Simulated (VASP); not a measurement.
Set up this calculation in VASP 6.6.1, as the native input.

| Quantity | Value |
| --- | --- |
| Task | single point |
| Functional | PBE |
| Dispersion | D3(BJ) |
| Potentials or basis | VASP PAW PBE potentials, release 64 (Sr_sv, O) |
| Cutoff | 520 eV |
| k mesh | 4 × 4 × 1 |
| Occupations | methfessel-paxton, width 0.1 eV |
| Spin | no spin polarisation |
| Dipole correction | yes |
| Further INCAR settings | ALGO = Normal; EDIFF = 1e-06; NBANDS = 24 |

The structure of SrO lies in POSCAR:

```
SrO
1.0
    3.6292962651      0.0000000000      0.0000000000
    0.0000000000      3.6292962651      0.0000000000
    0.0000000000      0.0000000000     19.5663000000
Sr O
2 2
Direct
    0.5000000000      0.5000000000      0.4344204065
    1.0000000000      1.0000000000      0.5655795935
    0.0000000000      0.0000000000      0.4344204065
    0.5000000000      0.5000000000      0.5655795935
```

One way to write it, as run:

INCAR

```
SYSTEM = SrO
  ALGO = Normal
  DIPOL = 0.5 0.5 0.500
  EDIFF = 1E-6
  ENCUT = 520
  GGA = PE
  IDIPOL = 3
  ISIF = 2
  ISMEAR = 1
  IVDW = 12
  LASPH = .True.
  LCHARG = .False.
  LDIPOL = .True.
  LREAL = .False.
  LWAVE = .False.
  NBANDS = 24
  NELM = 100
  PREC = Accurate
  SIGMA = 0.1
```

KPOINTS

```
k-points
0
Gamma
  4 4 1
  0 0 0
```

Potentials or basis: VASP PAW PBE potentials, release 64 (Sr_sv, O).

Launch:

```bash
$ cat potpaw_PBE.64/Sr_sv/POTCAR potpaw_PBE.64/O/POTCAR > POTCAR
$ mpirun -np 1 vasp_std > vasp.out
```

Results of the run:

```json
{"Largest force": "0.511 eV/Å", "Band gap on the k mesh": "2.32 eV, direct", "Dispersion energy per atom": "-0.133 eV"}
```

Caveat: the k mesh is coarse (spacing up to 0.43 Å⁻¹), so the values aren't converged.

It took 67 s on 1 thread of Intel(R) Xeon(R) Platinum 8259CL CPU @ 2.50GHz (Skylake/Cascade Lake), on a shared host, peak memory 0.33 GiB.
